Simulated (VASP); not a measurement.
A run of VASP 6.6.1:

Contents of INCAR:

```
PREC     = Accurate       # precision mode
ENCUT    = 520            # plane-wave cutoff, eV
EDIFF    = 1E-6           # SCF threshold, eV
ISMEAR   = 0              # smearing method
SIGMA    = 0.028000000000000004 # smearing width, eV
LREAL    = F              # projectors in reciprocal space
LASPH    = T              # aspherical terms in the spheres
NELM     = 80             # most SCF steps
ALGO     = Normal         # electronic algorithm
ISIF     = 2              # what is computed and relaxed
LWAVE    = F              # write WAVECAR
LCHARG   = T              # write CHGCAR
GGA      = PE             # functional
LELF     = T              # ELF
LVHAR    = T
```

The input KPOINTS:

```
regular mesh
0
Gamma
  8 8 8
```

File POSCAR:

```
PbSe
1.0
    0.0000000000      3.0606500000      3.0606500000
    3.0606500000      0.0000000000      3.0606500000
    3.0606500000      3.0606500000      0.0000000000
Pb Se
1 1
Direct
    0.0000000000      0.0000000000      0.0000000000
    0.5000000000      0.5000000000      0.5000000000
```

Potentials or basis: VASP PAW PBE potentials, release 64 (Pb_d, Se).

Command:

```console
$ cat potpaw_PBE.64/Pb_d/POTCAR potpaw_PBE.64/Se/POTCAR > POTCAR
$ mpirun -np 1 vasp_std > vasp.out
```

Hardware: 1 thread of Intel(R) Xeon(R) Platinum 8175M CPU @ 2.50GHz (Skylake/Cascade Lake) (shared host).

Estimate the wall time of this run.

Run time: 18 s on 1 thread of Intel(R) Xeon(R) Platinum 8175M CPU @ 2.50GHz (Skylake/Cascade Lake), on a shared host, peak memory 0.18 GiB. Counts: scf iterations 12, k points 29.
